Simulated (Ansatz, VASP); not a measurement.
Two plane-wave programs on C

```
C
1.0
     2.46653    0.00000    0.00000
    -1.23327    2.13608    0.00000
     0.00000    0.00000    8.51285
C
4
Direct
  0.00000 0.00000 0.00250
  0.00000 0.00000 0.50250
  0.33333 0.66667 0.00250
  0.66667 0.33333 0.50250
```

Alike in both runs: functional PBE; k mesh 18 × 18 × 6; occupations gaussian, width 0.1 eV; no spin polarisation.

Ansatz relaxed the structure, and its values are those at the end. VASP's run is a single point on that final structure, the one shown.

```csv
,VASP,Ansatz
version,VASP 6.6.1,Ansatz 0.2.0
potentials or method,"VASP PAW PBE potentials, release 64 (C)","scalar-relativistic, plane waves, PAW"
plane-wave cutoff (eV),520,420
valence electrons in the cell,16,16
```

|  | VASP | Ansatz | Ansatz less VASP |
| --- | --- | --- | --- |
| gap on the k mesh at the Fermi level (eV) | none | none | - |
| pressure (GPa) | 0.4 | 0.0 | -0.35 |

A gap of «none» marks a metal or a gap that the smearing closes. With one functional, cell and mesh, what is left measures potentials, basis and numerics. Ansatz warned: «structure_snapped_to_symmetry».

Caveats: this functional lacks dispersion, which binds the layers, so the pressure and a relaxed spacing across them are unreliable.
